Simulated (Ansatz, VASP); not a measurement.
## KF: VASP beside Ansatz

Contents of INCAR:

```
  ALGO = Normal
  EDIFF = 1E-6
  ENCUT = 520
  GGA = PE
  ISIF = 2
  ISMEAR = -1
  LASPH = T
  LCHARG = T
  LELF = T
  LREAL = F
  LVHAR = T
  LWAVE = F
  NBANDS = 15
  NELM = 100
  PREC = Accurate
  SIGMA = 0.02
```

File KPOINTS:

```
k-points
0
Gamma
  8 8 8
```

File POSCAR:

```
KF
1.0
    0.0000000000      2.8455781461      2.8455781461
    2.8455781461      0.0000000000      2.8455781461
    2.8455781461      2.8455781461      0.0000000000
K F
1 1
Direct
    0.0000000000      0.0000000000      0.0000000000
    0.2500000000      0.2500000000      0.2500000000
```

Input for Ansatz:

```yaml
crystal:
  lattice:
    - [0.0, 2.8455781461, 2.8455781461]
    - [2.8455781461, 0.0, 2.8455781461]
    - [2.8455781461, 2.8455781461, 0.0]
  atoms:
    - { symbol: K, position: [0.0, 0.0, 0.0] }
    - { symbol: F, position: [0.25, 0.25, 0.25] }
kpoints:
  mp_grid: { grid: [8, 8, 8] }
  band_path:
    path:
      - [0.0, 0.0, 0.0]
      - [-0.5, -0.5, 0.0]
      - [-0.375, -0.375, 0.25]
      - [-0.375, 0.0, 0.375]
      - [0.0, 0.0, 0.5]
      - [-0.5, -0.25, 0.25]
    npoints: 1
hamiltonian:
  xc: pbe
scf:
  occupations: { method: fermi_dirac, width: 0.02 }
  n_extra_bands: 4
output:
  forces: true
  stress: true
  eigenvalues: true
```

Change from the starting cell: hydrostatic strain -3.1%.

Alike in both runs: task single point; functional PBE; k mesh 8 × 8 × 8; occupations fermi-dirac, width 0.02 eV; no spin polarisation.

|  | VASP | Ansatz |
| --- | --- | --- |
| version | VASP 6.6.1 | Ansatz 0.2.0 |
| potentials or method | VASP PAW PBE potentials, release 64 (K_sv, F) | plane waves, PAW |
| plane-wave cutoff (eV) | 520 | 420 |
| valence electrons in the cell | 16 | 16 |

```tsv
	VASP	Ansatz	Ansatz less VASP
gap on the k mesh at the Fermi level (eV)	5.41	5.43	+0.013
pressure (GPa)	3.8	3.7	-0.11
```

The functional is the same, so the differences come from potentials, cutoffs and numerics.

A k mesh can miss the band edges.
